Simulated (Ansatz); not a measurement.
`[SiH3]BCl` + `CC(=O)O` → `CC(=O)OBCl` + SiH₄ at 500 K and 1 bar (cleavage of the B–Si bond).

Program: Ansatz. Geometries: PBE0-D4/def2-TZVP. ΔE: electronic, gas phase. CCSD(T)/CBS adds triple-zeta CCSD(T) − MP2 to the extrapolated MP2 energy (def2 sets, frozen cores). This one scheme is used for every species. One conformer a species, not always the lowest.

```
     species  CCSD(T)/CBS energy (Eh)  H − E (kJ/mol)  S (J/(mol·K))
 `[SiH3]BCl`               -776.06195           133.4          356.8
   `CC(=O)O`               -228.87529           193.9          329.7
`CC(=O)OBCl`               -713.52185           218.4          414.5
        SiH₄               -291.46306           102.4          230.9
```

H − E and S are ideal-gas, rigid-rotor, harmonic terms from PBE0-D4/def2-TZVP, for one conformer and one mirror image of each species. 1 Eh = 2625.50 kJ/mol, R = 8.31446 J/(mol·K).

By hand: ΔE, ΔH, ΔS and ΔG.

ΔE = (-713.52185) + (-291.46306) − (-776.06195) − (-228.87529) = -0.04767 Eh = -125.2 kJ/mol. Δ(H − E) = 218.4 + 102.4 − 133.4 − 193.9 = -6.5, so ΔH = -131.7 kJ/mol. ΔS = 414.5 + 230.9 − 356.8 − 329.7 = -41.1 J/(mol·K). ΔG = -131.7 − 500 × (-41.1)/1000 = -111.1 kJ/mol.

By hand: the equilibrium constant, and the temperature at which ΔG would vanish if ΔH and ΔS stayed fixed.

log₁₀ K = −ΔG/(RT ln 10) = 11.6. ΔG = 0 at ΔH/ΔS = 3204 K, far beyond where these terms or the molecules hold.

ΔH outweighs TΔS. A doubt of 5 kJ/mol in ΔE shifts log₁₀ K by 0.5 here. Other conformers and mirror images would add mixing entropy, several J/(mol·K) or more a flexible species. Modes under 60 cm⁻¹, often nearly free rotors, make the harmonic entropy too high. These are equilibria of isolated gas molecules and say nothing of rates. Largest T1 diagnostic: 0.015 (customary marks: 0.02 for closed shells, 0.045 for open ones).
